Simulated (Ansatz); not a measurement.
# Property card for Ti3Al5

These are results of DFT r2SCAN, scalar-relativistic, plane waves, PAW (Ansatz 0.2.0), not measurements.

Cutoff 500 eV; k points 10×10×6 on the computed 8-atom cell (Γ-centred); Gaussian smearing, width 0.10 eV; no spin polarisation.

The structure is relaxed at this level of theory with its symmetry kept. Whether it is the stable form of this composition wasn't checked.

```
CELL_PARAMETERS angstrom
3.90163 0.00000 0.00000
0.00000 4.02272 0.00000
0.00000 0.00000 8.07057
ATOMIC_POSITIONS crystal
Ti 0.00000 0.50000 0.26487
Ti 0.00000 0.50000 0.73513
Ti 0.50000 0.50000 0.00000
Al 0.00000 0.00000 0.00000
Al 0.00000 0.00000 0.50000
Al 0.50000 0.50000 0.50000
Al 0.50000 0.00000 0.24233
Al 0.50000 0.00000 0.75767
```

Problem. Formation energy from the elements' standard states (uncorrected)?

Solution. -0.456 eV/atom.

Problem. Density of states at the Fermi level?

Solution. 3.90 states/eV per cell.

Problem. Löwdin character within 0.5 eV of the Fermi level?

Solution. Ti 3d 73 %, Al 3p 17 %.

Problem. Bulk modulus?

Solution. 118 GPa.

Problem. Its pressure derivative?

Solution. 3.9.

Problem. Bader charges (e)?

Solution. Ti (2 in the cell) 0.82, Ti (1 in the cell) 0.78, Al (1 in the cell) -0.47, Al (1 in the cell) -0.53, Al (1 in the cell) -0.33, Al (2 in the cell) -0.55.